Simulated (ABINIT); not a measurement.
# HfB2 (P6/mmm) in ABINIT: settings compared, part 3 of 3

ABINIT 10.8.3 (patched build).

## (5) Band structure, BLYP

The input, run.abi:

```
# Datasets: ground state, then fixed potential
ndtset 2

# Pseudopotentials
pp_dirpath "./"
pseudos "Hf.GGA_PBE-JTH.xml, B.GGA_PBE-JTH.xml"

# Structure
acell 3*1.0
rprim
     5.9337400313     0.0000000000     0.0000000000
    -2.9668700157     5.1387696066     0.0000000000
     0.0000000000     0.0000000000     6.5762469137
ntypat 2
znucl 72 5
natom 3
typat 1 2 2
xred
     0.0000000000     0.0000000000     0.0000000000
     0.6666666667     0.3333333333     0.5000000000
     0.3333333333     0.6666666667     0.5000000000

# Plane-wave basis
ecut 17.0
pawecutdg 34.0

# Exchange and correlation
ixc -106131

# Bands and occupations
occopt 3
tsmear 0.05 eV

# SCF cycle
nstep 100

# Output
iomode 3
prtwf 0
prteig 0
prtebands 0
enunit 1
prtden1 1

# Dataset 1
kptopt1 1
ngkpt1 10 10 8
nshiftk1 1
shiftk1 0.0 0.0 0.0
nband1 13
tolvrs1 1.0e-9

# Dataset 2: bands along G-M-K-G-A-L-H-A
iscf2 -2
getden2 1
nband2 17
nbdbuf2 2
tolwfr2 1.0e-12
kptopt2 -7
ndivsm2 8
prteig2 1
prtvol2 -3
kptbounds2
     0.0000000000     0.0000000000     0.0000000000
     0.5000000000     0.0000000000     0.0000000000
     0.3333333333     0.3333333333     0.0000000000
     0.0000000000     0.0000000000     0.0000000000
     0.0000000000     0.0000000000     0.5000000000
     0.5000000000     0.0000000000     0.5000000000
     0.3333333333     0.3333333333     0.5000000000
     0.0000000000     0.0000000000     0.5000000000
```

Potentials or basis: JTH PAW PBE v2.0.

Command:

```
$ abinit run.abi > log 2>&1
```

run.abo:

```text
.Version 10.8.3 of ABINIT
 DATASET    1 : space group P6/m m m (#191); Bravais hP (primitive hexag.)
================================================================================
 Values of the parameters that define the memory need for DATASET  1.
     intxc =       0    ionmov =       0      iscf =      17    lmnmax =      18
     lnmax =       6     mgfft =      27  mpssoang =       3    mqgrid =    3001
     natom =       3  nloc_mem =       2    nspden =       1   nspinor =       1
    nsppol =       1      nsym =      24    n1xccc =       1    ntypat =       2
    occopt =       3   xclevel =       2
       mpw =         690          nfft =       15552          nkpt =          70
 PAW method is used; the additional fine FFT grid is defined by:
   mgfftf=        36    nfftf =     36864
================================================================================
================================================================================

 DATASET    2 : space group P6/m m m (#191); Bravais hP (primitive hexag.)
================================================================================
 Values of the parameters that define the memory need for DATASET  2.
     intxc =       0    ionmov =       0      iscf =      -2    lmnmax =      18
     lnmax =       6     mgfft =      27  mpssoang =       3    mqgrid =    3001
     natom =       3  nloc_mem =       2    nspden =       1   nspinor =       1
    nsppol =       1      nsym =      24    n1xccc =       1    ntypat =       2
    occopt =       3   xclevel =       2
       mpw =         696          nfft =       15552          nkpt =          88
 PAW method is used; the additional fine FFT grid is defined by:
   mgfftf=        36    nfftf =     36864
================================================================================
================================================================================

--------------------------------------------------------------------------------
------------- Echo of variables that govern the present computation ------------
--------------------------------------------------------------------------------
 -outvars: echo values of preprocessed input variables --------
            acell      1.0000000000E+00  1.0000000000E+00  1.0000000000E+00 Bohr
              amu      1.78490000E+02  1.08110000E+01
             ecut      1.70000000E+01 Hartree
           enunit           1
           getden1          0
           getden2          1
             iscf1         17
             iscf2         -2
              ixc     -106131
           jdtset        1    2
           kptopt1          1
           kptopt2         -7
         kptrlatt       10    0    0      0   10    0      0    0    8
          kptrlen1     5.26099753E+01
          kptrlen2     3.00000000E+01
            natom           3
            nband1         13
            nband2         17
           nbdbuf1          0
           nbdbuf2          2
           ndtset           2
           ndivsm1          0
           ndivsm2          8
            ngfft          24      24      27
          ngfftdg          32      32      36
             nkpt1         70
             nkpt2         88
            nstep         100
             nsym          24
           ntypat           2
           occopt           3
        pawecutdg      3.40000000E+01 Hartree
         pawxcdev           0
        prtebands           0
           prteig1          0
           prteig2          1
           prtvol1          0
[... 872 lines left out ...]
  2.1368E-01  3.2646E-01  4.0026E-01  5.6325E-01  5.9174E-01
 Non-SCF case, kpt   88 (  0.00000  0.00000  0.50000), residuals and eigenvalues=
  5.09E-13  5.87E-13  2.17E-13  6.03E-13  4.08E-13  1.50E-13  5.02E-13  8.33E-13
  2.17E-13  6.20E-13  8.29E-13  1.61E-13  3.76E-13  5.36E-13  3.66E-13  2.65E-07
  8.80E-06
 -2.1433E+00 -1.0087E+00 -9.8086E-01 -9.8086E-01 -2.8137E-01 -1.6854E-01
  8.6873E-02  8.6873E-02  1.4641E-01  1.4641E-01  1.6888E-01  1.6888E-01
  2.1287E-01  3.2058E-01  3.9829E-01  5.6442E-01  5.9075E-01

--- !ResultsGS
iteration_state: {dtset: 2, }
comment   : Summary of ground state results
lattice_vectors:
- [  5.9337400,   0.0000000,   0.0000000, ]
- [ -2.9668700,   5.1387696,   0.0000000, ]
- [  0.0000000,   0.0000000,   6.5762469, ]
lattice_lengths: [   5.93374,    5.93374,    6.57625, ]
lattice_angles: [ 90.000,  90.000, 120.000, ] # degrees, (23, 13, 12)
lattice_volume:   2.0052373E+02
convergence: {deltae:  0.000E+00, res2:  0.000E+00, residm:  9.988E-13, diffor:  0.000E+00, }
etotal    :  -5.57356515E+01
entropy   :   0.00000000E+00
fermie    :   1.30903977E-01
cartesian_stress_tensor: null
pressure_GPa: null
xred      :
- [  0.0000E+00,   0.0000E+00,   0.0000E+00, Hf]
- [  6.6667E-01,   3.3333E-01,   5.0000E-01,  B]
- [  3.3333E-01,   6.6667E-01,   5.0000E-01,  B]
cartesian_forces: null
force_length_stats: {min: null, max: null, mean: null, }
...

 Integrated electronic density in atomic spheres:
 ------------------------------------------------
 Atom  Sphere_radius  Integrated_density
    1        2.41119          9.69093337
    2        1.70617          1.88459763
    3        1.70617          1.88459763

================================================================================

 ----iterations are completed or convergence reached----

 Mean square residual over all n,k,spin=   55.771E-14; max=  99.877E-14
 reduced coordinates (array xred) for    3 atoms
       0.000000000000      0.000000000000      0.000000000000
       0.666666666667      0.333333333333      0.500000000000
       0.333333333333      0.666666666667      0.500000000000

 cartesian coordinates (angstrom) at end:
    1      0.00000000000000     0.00000000000000     0.00000000000000
    2      1.56999999891948     0.90643992201629     1.73999999882018
    3     -0.00000000001764     1.81287984403258     1.73999999882018
 length scales=  1.000000000000  1.000000000000  1.000000000000 bohr
              =  0.529177210544  0.529177210544  0.529177210544 angstroms
 Eigenvalues (   eV  ) for nkpt=  88  k points:
 kpt#   1, nband= 17, wtk=  1.00000, kpt=  0.0000  0.0000  0.0000 (reduced coord)
 -58.32840  -27.18499  -26.71017  -26.71017   -9.98916    0.69568    0.69568    0.75569
   0.88560    7.55571    7.55571    8.12554    8.12554    8.67645    8.75760    8.75760
  11.24460
 kpt#   2, nband= 17, wtk=  1.00000, kpt=  0.0357  0.0000  0.0000 (reduced coord)
 -58.32785  -27.18348  -26.72018  -26.71246   -9.96182    0.61509    0.69469    0.78439
   0.85993    7.53658    7.59582    7.82871    7.92520    8.79450    8.97104    9.03669
  11.16385
 kpt#   3, nband= 17, wtk=  1.00000, kpt=  0.0714  0.0000  0.0000 (reduced coord)
 -58.32608  -27.17877  -26.74933  -26.71895   -9.88024    0.38596    0.69098    0.78684
   0.86806    7.32772    7.48137    7.63932    7.70459    9.06565    9.30441    9.55919
  10.95211
 kpt#   4, nband= 17, wtk=  1.00000, kpt=  0.1071  0.0000  0.0000 (reduced coord)
 -58.32324  -27.17112  -26.79605  -26.72938   -9.74615    0.03867    0.67514    0.68138
   0.99782    6.81435    7.39442    7.41931    7.84219    9.35317    9.70954   10.17394
  10.68958
 kpt#   5, nband= 17, wtk=  1.00000, kpt=  0.1429  0.0000  0.0000 (reduced coord)
[... 321 lines left out ...]
   3.68583    4.94578    5.15712    5.19930    5.99333    9.88393   11.30010   14.99006
  16.05186
 kpt#  86, nband= 17, wtk=  1.00000, kpt=  0.0417  0.0417  0.5000 (reduced coord)
 -58.31932  -27.43854  -26.72897  -26.69937   -7.62966   -4.42215    1.61882    1.76302
   4.13008    4.64958    4.65282    4.75318    5.88090    9.30620   11.04956   15.20720
  16.06016
 kpt#  87, nband= 17, wtk=  1.00000, kpt=  0.0208  0.0208  0.5000 (reduced coord)
 -58.32114  -27.44481  -26.70052  -26.69292   -7.64978   -4.54493    2.12827    2.17359
   4.19042    4.20042    4.46573    4.63514    5.81447    8.88336   10.89177   15.32683
  16.10220
 kpt#  88, nband= 17, wtk=  1.00000, kpt=  0.0000  0.0000  0.5000 (reduced coord)
 -58.32169  -27.44690  -26.69063  -26.69063   -7.65640   -4.58628    2.36393    2.36393
   3.98409    3.98409    4.59554    4.59554    5.79251    8.72348   10.83804   15.35855
  16.07500

== END DATASET(S) ==============================================================
================================================================================

 -outvars: echo values of variables after computation  --------
            acell      1.0000000000E+00  1.0000000000E+00  1.0000000000E+00 Bohr
           etotal1    -5.5735651458E+01
            fcart1    -9.4538647104E-30 -1.4191297472E-29 -0.0000000000E+00
                       1.8907729421E-30  2.5107680143E-29 -0.0000000000E+00
                       7.5630917683E-30 -1.0916382671E-29 -0.0000000000E+00
            rprim      5.9337400313E+00  0.0000000000E+00  0.0000000000E+00
                      -2.9668700157E+00  5.1387696066E+00  0.0000000000E+00
                       0.0000000000E+00  0.0000000000E+00  6.5762469137E+00
           strten1    -1.9442176049E-04 -1.9442176122E-04 -3.7155783462E-04
                       0.0000000000E+00  0.0000000000E+00  4.3897320756E-13
           xangst      0.0000000000E+00  0.0000000000E+00  0.0000000000E+00
                       1.5699999989E+00  9.0643992202E-01  1.7399999988E+00
                      -1.7639296020E-11  1.8128798440E+00  1.7399999988E+00
             xred      0.0000000000E+00  0.0000000000E+00  0.0000000000E+00
                       6.6666666667E-01  3.3333333333E-01  5.0000000000E-01
                       3.3333333333E-01  6.6666666667E-01  5.0000000000E-01
 Calculation completed.
```

It took 44 s on 1 thread of Arm Neoverse V1, shared host; peak memory 0.11 GiB.

Results:

```
Free energy                                           : -1516.6443 eV
Band gap on the k mesh                                : none (metal or under the smearing width)
Valence electrons inside the program's atomic spheres : Hf 9.69; B 1.88
```

Levels at the corners of the path, in eV from the Fermi level:
| point | band 5 | band 6 | band 7 | band 8 | band 9 | band 10 | band 11 | band 12 | band 13 | band 14 |
| --- | --- | --- | --- | --- | --- | --- | --- | --- | --- | --- |
| Γ | -13.55 | -2.87 | -2.87 | -2.81 | -2.68 | 3.99 | 3.99 | 4.56 | 4.56 | 5.11 |
| M | -9.59 | -8.95 | -4.04 | -3.37 | -2.69 | 2.18 | 2.75 | 5.53 | 5.61 | 6.63 |
| K | -8.19 | -8.19 | -7.53 | -2.52 | -2.52 | 1.79 | 1.79 | 3.47 | 9.26 | 9.26 |
| Γ | -13.55 | -2.87 | -2.87 | -2.81 | -2.68 | 3.99 | 3.99 | 4.56 | 4.56 | 5.11 |
| A | -11.22 | -8.15 | -1.20 | -1.20 | 0.42 | 0.42 | 1.03 | 1.03 | 2.23 | 5.16 |
| L | -10.24 | -7.38 | -4.89 | -4.56 | -2.51 | 4.16 | 4.25 | 6.11 | 7.08 | 7.21 |
| H | -9.04 | -9.04 | -5.34 | -3.02 | -3.02 | 4.54 | 5.49 | 6.83 | 6.83 | 7.24 |
| A | -11.22 | -8.15 | -1.20 | -1.20 | 0.42 | 0.42 | 1.03 | 1.03 | 2.23 | 5.16 |

Caveat: the cutoff is too short for stress, so the log's stress isn't used; the PAW data sets were made with another functional, which shifts forces and pressure a little; spin-orbit coupling is left out, which moves the levels of the heavy elements.

## (6) Band structure, LDA

Edit run.abi of step 5 so:

```diff
@@ -5,10 +5,10 @@
 pp_dirpath "./"
-pseudos "Hf.GGA_PBE-JTH.xml, B.GGA_PBE-JTH.xml"
+pseudos "Hf.upf, B.upf"
 
 # Structure
-acell 3*1.0
+acell 3.14 3.14 3.48 Angstrom
 rprim
-     5.9337400313     0.0000000000     0.0000000000
-    -2.9668700157     5.1387696066     0.0000000000
-     0.0000000000     0.0000000000     6.5762469137
+     1.0000000000     0.0000000000     0.0000000000
+    -0.5000000000     0.8660254038     0.0000000000
+     0.0000000000     0.0000000000     1.0000000000
 ntypat 2
@@ -23,7 +23,6 @@
 # Plane-wave basis
-ecut 17.0
-pawecutdg 34.0
+ecut 38.0
 
 # Exchange and correlation
-ixc -106131
+ixc 7
 
@@ -50,3 +49,3 @@
 nband1 13
-tolvrs1 1.0e-9
+tolvrs1 1.0e-10
 
@@ -61,3 +60,2 @@
 prteig2 1
-prtvol2 -3
 kptbounds2
```

Potentials or basis: PseudoDojo NC SR LDA v0.4.1 standard.

Command:

```
$ abinit run.abi > log 2>&1
```

It took 2.3 min on 1 thread of Arm Neoverse V1, shared host; peak memory 0.11 GiB.

The run converged. Its results:

```
Free energy                                           : -1700.2941 eV
Pressure                                              : -11.5 GPa
Band gap on the k mesh                                : none (metal or under the smearing width)
Valence electrons inside the program's atomic spheres : Hf 8.49; B 2.68
```

Stress tensor (GPa, compression positive):
```
-11.57   0.00   0.00
  0.00 -11.57   0.00
  0.00   0.00 -11.29
```

Levels at the corners of the path, in eV from the Fermi level:
| point | band 7 | band 8 | band 9 | band 10 | band 11 | band 12 |
| --- | --- | --- | --- | --- | --- | --- |
| Γ | -2.78 | -2.78 | -2.60 | 4.06 | 4.06 | 4.70 |
| M | -4.01 | -3.27 | -2.75 | 2.27 | 2.79 | 5.67 |
| K | -7.61 | -2.48 | -2.48 | 1.83 | 1.83 | 3.51 |
| Γ | -2.78 | -2.78 | -2.60 | 4.06 | 4.06 | 4.70 |
| A | -1.04 | -1.04 | 0.41 | 0.41 | 1.06 | 1.06 |
| L | -4.84 | -4.59 | -2.48 | 4.19 | 4.27 | 6.29 |
| H | -5.33 | -3.00 | -3.00 | 4.50 | 5.47 | 7.03 |
| A | -1.04 | -1.04 | 0.41 | 0.41 | 1.06 | 1.06 |

Caveat: spin-orbit coupling is left out, which moves the levels of the heavy elements.

## (7) Equation of state, HCTH407

The input, run.abi:

```
# Datasets: one volume each
ndtset 7
getwfk -1
scalecart1 3*0.9795861087
scalecart2 3*0.9864848297
scalecart3 3*0.9932883884
scalecart4 3*1.0000000000
scalecart5 3*1.0066227096
scalecart6 3*1.0131594038
scalecart7 3*1.0196128224

# Pseudopotentials
pp_dirpath "./"
pseudos "Hf.GGA_PBE-JTH.xml, B.GGA_PBE-JTH.xml"

# Structure
acell 3.14 3.14 3.48 Angstrom
rprim
     1.0000000000     0.0000000000     0.0000000000
    -0.5000000000     0.8660254038     0.0000000000
     0.0000000000     0.0000000000     1.0000000000
ntypat 2
znucl 72 5
natom 3
typat 1 2 2
xred
     0.0000000000     0.0000000000     0.0000000000
     0.6666666667     0.3333333333     0.5000000000
     0.3333333333     0.6666666667     0.5000000000

# Plane-wave basis
ecut 17.0
pawecutdg 34.0

# k points
kptopt 1
ngkpt 10 10 8
nshiftk 1
shiftk 0.0 0.0 0.0

# Exchange and correlation
ixc 27

# Bands and occupations
nband 13
occopt 3
tsmear 0.05 eV

# SCF cycle
nstep 100
tolvrs 1.0e-9

# Output
iomode 3
prtwf 1
prtden 0
prteig 0
prtebands 0
enunit 2
```

Potentials or basis: JTH PAW PBE v2.0.

Command:

```
$ abinit run.abi > log 2>&1
```

Wall time 2.7 min (1 thread of Arm Neoverse V1, shared host); peak memory 0.15 GiB.

The run converged. Its results:

```
Equilibrium volume                        : 9.60 Å³/atom
Bulk modulus at fixed shape and positions : 263 GPa
Pressure derivative of the bulk modulus   : 4.0 (rough: it moves with the points fitted)
```

Energy against volume, from the lowest point:
```csv
volume (Å³/atom),energy (meV/atom)
9.311,6.79
9.509,0.00
9.707,0.34
9.905,7.17
10.103,19.46
10.301,36.95
10.499,59.32
```

Caveat: the cutoff is too short for stress, so the log's stress isn't used; pressures at fixed basis lie under the slope of the energies; the cell was scaled at fixed shape and fractional positions, which overstates the stiffness of a crystal with free parameters, most of all of layers and chains; the PAW data sets were made with another functional, which shifts forces and pressure a little; the atomic spheres overlap.

## (8) The runs side by side

```tsv
task	level	potentials or basis	cutoff (eV)	fine-grid cutoff	gap on the mesh (eV)	pressure (GPa)
band structure	LDA	JTH PAW LDA v2.0	463	925.187 eV	none	-10.5
band structure	PBEsol	PseudoDojo NC SR PBEsol v0.4.1 standard	1034	-	none	-3.6
band structure	RPBE	JTH PAW PBE v2.0	463	925.187 eV	none	-
band structure	BLYP	JTH PAW PBE v2.0	463	925.187 eV	none	-
band structure	LDA	PseudoDojo NC SR LDA v0.4.1 standard	1034	-	none	-11.5
equation of state	HCTH407	JTH PAW PBE v2.0	463	925.187 eV	-	-
```

Alike in all rows: no spin polarisation; cell as given; k mesh 10 × 10 × 8; smearing fermi-dirac 0.05 eV.

Caveats: spin-orbit coupling is left out, which moves the levels of the heavy elements (some runs); the PAW data sets were made with another functional, which shifts forces and pressure a little (some runs); pressures at fixed basis lie under the slope of the energies (some runs); the cell was scaled at fixed shape and fractional positions, which overstates the stiffness of a crystal with free parameters, most of all of layers and chains (some runs); the atomic spheres overlap (some runs).

Total energies depend on the potentials used, so only differences within one code and one set of settings carry meaning.
